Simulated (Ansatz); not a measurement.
The calculation used Ansatz 0.2.0, DFT r2SCAN, scalar-relativistic, plane waves, PAW. Settings: cutoff 500 eV, Γ-centred meshes no coarser than 0.19 Å⁻¹ for metals and 0.3 Å⁻¹ for insulators (2π included), Gaussian smearing.

These are static lattice energies at zero pressure. Larger cells and other orderings weren't all tried, so the list isn't exhaustive. The k mesh leaves about 4 meV/atom of noise in metals. Spin–orbit coupling is left out. No run is spin-polarised.

3 distinct structures were compared, and 2 of them are shown here.

(1) Order these relaxed structures of WC by energy, lowest first, with the energy over the lowest of them.
A.

```xyz
2
Lattice="0.0000 2.1824 2.1824 2.1824 0.0000 2.1824 2.1824 2.1824 0.0000" Properties=species:S:1:pos:R:3 pbc="T T T"
W     0.0000    0.0000    0.0000
C     2.1824    2.1824    2.1824
```

B.

```xyz
2
Lattice="2.9125 0.0000 0.0000 -1.4562 2.5223 0.0000 0.0000 0.0000 2.8357" Properties=species:S:1:pos:R:3 pbc="T T T"
W     0.0000    0.0000    0.0000
C     1.4562    0.8408    1.4178
```

Results:

(1) B (0 meV/atom), A (493 meV/atom).